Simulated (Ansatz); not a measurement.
Runs of Ansatz 0.2.0 on PbO2. The structure is cubic, space group Fm-3m (No. 225). The conventional cell has a = 5.404 Å, b = 5.404 Å, c = 5.404 Å, α = 90.00°, β = 90.00°, γ = 90.00°. Pb (site symmetry m-3m) has 8 O at 2.34 Å as nearest neighbours. O (site symmetry -43m) has 4 Pb at 2.34 Å as nearest neighbours. The cell comes from a database or a generator and needn't be the stable form of this composition.

```tsv
task	level	cell	points for each segment of the path	gap on the mesh (eV)	pressure (GPa)	relaxed volume (Å³/atom)
relaxation of cell and atoms	HSE06	relaxed	-	none	0.0	12.20
band structure	HSE06	as given	4	none	(a)	-
relaxation of cell and atoms	PBE0	relaxed	-	none	0.0	12.19
single point	PBE0	as given	-	none	-11.6	-
```

Alike in all rows: potentials or basis Ansatz PAW; no spin polarisation; k mesh 6 × 6 × 6; cutoff (eV) 420; smearing fermi-dirac 0.05 eV.

Q: Estimate the missing entries.

A: (a) -11.3.

Caveats: the PAW data sets come from PBE, with cores solved anew for the run's functional, which leaves a small shift of forces and pressure; the plane-wave basis is chosen anew once the cell has moved, so the energies of steps on either side of that aren't comparable (some runs); the thresholds are loose for stress (some runs); spin-orbit coupling is left out, which moves the levels of the heavy elements (some runs).

A k mesh can miss the band edges, and the runs leave out spin-orbit coupling on Pb.

A gap of «none» marks a metal or a gap under the smearing width.
